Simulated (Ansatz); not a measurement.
The system is MnO2.

```
CELL_PARAMETERS angstrom
2.90416 0.00000 0.00000
0.00000 3.84481 0.00000
0.00000 0.00000 6.16426
ATOMIC_POSITIONS crystal
Mn 0.50000 0.50000 0.34330
Mn 0.00000 0.00000 0.65670
O 0.50000 0.00000 0.83757
O 0.00000 0.50000 0.16243
O 0.50000 0.00000 0.42180
O 0.00000 0.50000 0.57820
```

Measurements of this composition are mostly on another form, of space group No. 136.

Program: Ansatz 0.2.0. Alike in all runs: potentials or basis Ansatz PAW; spin collinear, ferromagnetic start; cell as given; k mesh 9 × 7 × 5.

**Question.** Order these runs on this cell by their pressure, lowest first.
A. level LDA+U; U Mn d U = 5 eV; cutoff (eV) 420; smearing gaussian 0.05 eV; hubbard projectors ortho-atomic (the default); double counting fll (the default)
B. level LDA; cutoff (eV) 420; smearing fermi-dirac 0.05 eV; points for each segment of the path 14
C. level r2SCAN; cutoff (eV) 500; smearing fermi-dirac 0.05 eV; points for each segment of the path 14

**Answer.** B (-19.4 GPa), C (-12.6 GPa), A (-8.6 GPa).

Caveats: only a ferromagnetic start was run, and an antiferromagnetic order may lie lower in energy; the PAW data sets come from PBE, with cores solved anew for the run's functional, which leaves a small shift of forces and pressure; the magnetic or orbital state may not be the lowest (some runs); the density of states is complete only up to the lowest level of the last band computed (some runs).

Not every run made on this cell is shown here.
